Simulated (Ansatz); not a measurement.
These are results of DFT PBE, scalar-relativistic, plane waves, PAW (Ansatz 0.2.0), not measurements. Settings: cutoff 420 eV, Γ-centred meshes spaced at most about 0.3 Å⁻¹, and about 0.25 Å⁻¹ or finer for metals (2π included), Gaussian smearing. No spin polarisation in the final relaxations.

Temperature and zero-point effects are left out. All come from trial cells, and lower structures may exist.

Question: Which of these relaxed structures of In3Sb2As is the lowest in energy?
A.

```
In Sb As
1.0
     4.57829    0.00000    0.00000
    -2.28914    3.96491    0.00000
     0.00000    0.00000   22.58992
In Sb As
6 4 2
Direct
  0.66667 0.33333 0.17294
  0.66667 0.33333 0.50043
  0.66667 0.33333 0.82742
  0.33333 0.66667 0.00043
  0.33333 0.66667 0.32742
  0.33333 0.66667 0.67294
  0.66667 0.33333 0.62742
  0.66667 0.33333 0.95516
  0.33333 0.66667 0.12742
  0.33333 0.66667 0.45516
  0.66667 0.33333 0.29213
  0.33333 0.66667 0.79213
```

B.

```
In Sb As
1.0
     6.00200    0.00000    0.00000
     0.00000    8.87120    0.00000
     0.00000    0.00000    3.06632
In Sb As
3 2 1
Direct
  0.00000 0.00000 0.40671
  0.00000 0.67435 0.90876
  0.00000 0.32565 0.90876
  0.50000 0.67647 0.13713
  0.50000 0.32353 0.13713
  0.50000 0.00000 0.25152
```

C.

```
In Sb As
1.0
     3.03674    0.00000    0.00000
     0.00000   18.15664    0.00000
     0.00000    0.00000    3.04531
In Sb As
3 2 1
Cartesian
  0.0000 2.8239 2.8496
  0.0000 9.0783 2.6513
  0.0000 15.3328 2.8496
  0.0000 5.9689 2.6638
  0.0000 12.1877 2.6638
  0.0000 0.0000 2.3098
```

Answer: A. It has Sb and As ordered on wurtzite sites, space group P6_3mc (No. 186); the next, B, with space group Pmm2 (No. 25), lies 199 meV/atom higher. Counting As or Sb atoms around In (for each partner element, those within 1.25 times its shortest distance or 1.15 times the sum of covalent radii, where it is the nearest in units of that sum or under 1.3; a plus sign parts groups by distance over the sum of covalent radii; a slash parts the counts of unlike sites), the lowest has In 4 and the next has In 2/2+2.

These runs have no spin–orbit coupling, which can matter for Sb. Cells relaxed within their symmetry can be saddle points. Some candidate types were left out of the draw beforehand, so a known form may be missing.
